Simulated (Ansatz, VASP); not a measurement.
**Al3Cu in VASP and in Ansatz**

```
Al Cu
1.0
     2.78597    0.00000    0.00000
     0.00000    2.78597    0.00000
     0.00000    0.00000    7.56978
Al Cu
3 1
Cartesian
  0.0000 0.0000 3.7849
  1.3930 1.3930 1.6759
  1.3930 1.3930 5.8939
  0.0000 0.0000 0.0000
```

Alike in both runs: functional PBEsol; k mesh 16 × 16 × 6; occupations fermi-dirac, width 0.15 eV; no spin polarisation.

Ansatz relaxed the structure, and its values are those at the end. VASP's run is a single point on that final structure, the one shown.

```csv
,VASP,Ansatz
version,VASP 6.6.1,Ansatz 0.2.0
potentials or method,"VASP PAW PBE potentials, release 64 (Al, Cu)","scalar-relativistic, plane waves, PAW"
plane-wave cutoff (eV),520,420
valence electrons in the cell,20,28
```

```tsv
	VASP	Ansatz	Ansatz less VASP
gap on the k mesh at the Fermi level (eV)	none	none	-
pressure (GPa)	0.2	0.0	-0.24
rms of the force components (eV/Å)	0.009	0.000	-0.0086
```

A gap of «none» marks a metal or a gap that the smearing closes. With one functional, cell and mesh, what is left measures potentials, basis and numerics. The two sets of potentials don't hold the same shells in valence.

Caveats: the PAW data sets were made with another functional, which shifts forces and pressure a little (VASP).
